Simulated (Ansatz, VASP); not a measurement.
**FeSi2 in VASP and in Ansatz**

```
CELL_PARAMETERS angstrom
2.75657 0.00000 0.00000
0.00000 2.75657 0.00000
0.00000 0.00000 5.04486
ATOMIC_POSITIONS crystal
Fe 0.00000 0.00000 0.00000
Si 0.50000 0.50000 0.26907
Si 0.50000 0.50000 0.73093
```

Change from the starting cell: biaxial strain in the a-b plane, c and atoms relaxed: +3.0 %.

Alike in both runs: functional PBEsol; k mesh 16 × 16 × 8; occupations gaussian, width 0.1 eV; no spin polarisation.

Ansatz relaxed the structure, and its values are those at the end. VASP's run is a single point on that final structure, the one shown.

```csv
,VASP,Ansatz
version,VASP 6.6.1,Ansatz 0.2.0
potentials or method,"VASP PAW PBE potentials, release 64 (Fe, Si)","scalar-relativistic, plane waves, PAW"
plane-wave cutoff (eV),520,420
valence electrons in the cell,16,24
```

```csv
,VASP,Ansatz,Ansatz less VASP
gap on the k mesh at the Fermi level (eV),none,none,-
pressure (GPa),-6.7,-7.1,-0.36
rms of the force components (eV/Å),0.005,0.000,-0.0054
```

A gap of «none» marks a metal or a gap that the smearing closes. The functional is the same, so the differences come from potentials, cutoffs and numerics. The two sets of potentials don't hold the same shells in valence.

Caveats: the PAW data sets were made with another functional, which shifts forces and pressure a little (VASP). Spin polarisation is off, so any magnetic state and its effect on volume and gap are missing.
